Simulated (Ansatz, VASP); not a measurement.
# One calculation of SrTiO3, two programs

Contents of INCAR:

```
SYSTEM = SrTiO3
PREC = Accurate ; ENCUT = 520
EDIFF = 1E-6 ; ISMEAR = -1
SIGMA = 0.05 ; LREAL = .False.
LASPH = .True. ; NELM = 100
ALGO = Normal ; ISIF = 2
LWAVE = .False. ; LCHARG = .False.
GGA = PE ; NBANDS = 28
```

File KPOINTS:

```
regular mesh
0
Gamma
  7 7 7
  0 0 0
```

Contents of POSCAR:

```
SrTiO3
1.0
    4.0221500000      0.0000000000      0.0000000000
    0.0000000000      4.0221500000      0.0000000000
    0.0000000000      0.0000000000      3.9050000000
Sr Ti O
1 1 3
Direct
    0.0000000000      0.0000000000      0.0000000000
    0.5000000000      0.5000000000      0.5000000000
    0.0000000000      0.5000000000      0.5000000000
    0.5000000000      0.0000000000      0.5000000000
    0.5000000000      0.5000000000      0.0000000000
```

Input for Ansatz:

```yaml
crystal:
  lattice:
    - [4.02215, 0.0, 0.0]
    - [0.0, 4.02215, 0.0]
    - [0.0, 0.0, 3.905]
  atoms:
    - { symbol: Sr, position: [0.0, 0.0, 0.0] }
    - { symbol: Ti, position: [0.5, 0.5, 0.5] }
    - { symbol: O, position: [0.0, 0.5, 0.5] }
    - { symbol: O, position: [0.5, 0.0, 0.5] }
    - { symbol: O, position: [0.5, 0.5, 0.0] }
kpoints:
  mp_grid: { grid: [7, 7, 7] }
  band_path:
    path:
      - [0.0, 0.0, 0.0]
      - [0.0, 0.5, 0.0]
      - [0.5, 0.5, 0.0]
      - [0.0, 0.0, 0.0]
      - [0.0, 0.0, 0.5]
      - [0.0, 0.5, 0.5]
      - [0.5, 0.5, 0.5]
      - [0.0, 0.0, 0.5]
      - [0.0, 0.5, 0.0]
    npoints: 5
scf:
  occupations: { method: fermi_dirac, width: 0.05 }
hamiltonian:
  xc: pbe
  pseudopotentials: { kind: all_electron, lapw: { basis_error: 0.001 } }
output:
  forces: true
  stress: true
  eigenvalues: true
```

Change from the starting cell: equal xx and yy strain of +3 %.

Alike in both runs: task single point; functional PBE; k mesh 7 × 7 × 7; occupations fermi-dirac, width 0.05 eV; no spin polarisation.

|  | VASP | Ansatz |
| --- | --- | --- |
| version | VASP 6.6.1 | Ansatz 0.2.0 |
| potentials or method | VASP PAW PBE potentials, release 64 (Sr_sv, Ti_sv, O) | all-electron LAPW, scalar-relativistic |
| plane-wave cutoff (eV) | 520 | see its input |

```csv
,VASP,Ansatz,Ansatz less VASP
pressure (GPa),-4.8,-5.3,-0.55
largest component of the traceless stress (GPa),3.86,3.78,-0.078
```

Ansatz ran all-electron here, so the differences hold the error of VASP's frozen core and of both bases.

Caveats: an odd mesh through Γ misses points on the zone boundary, where band edges often lie.
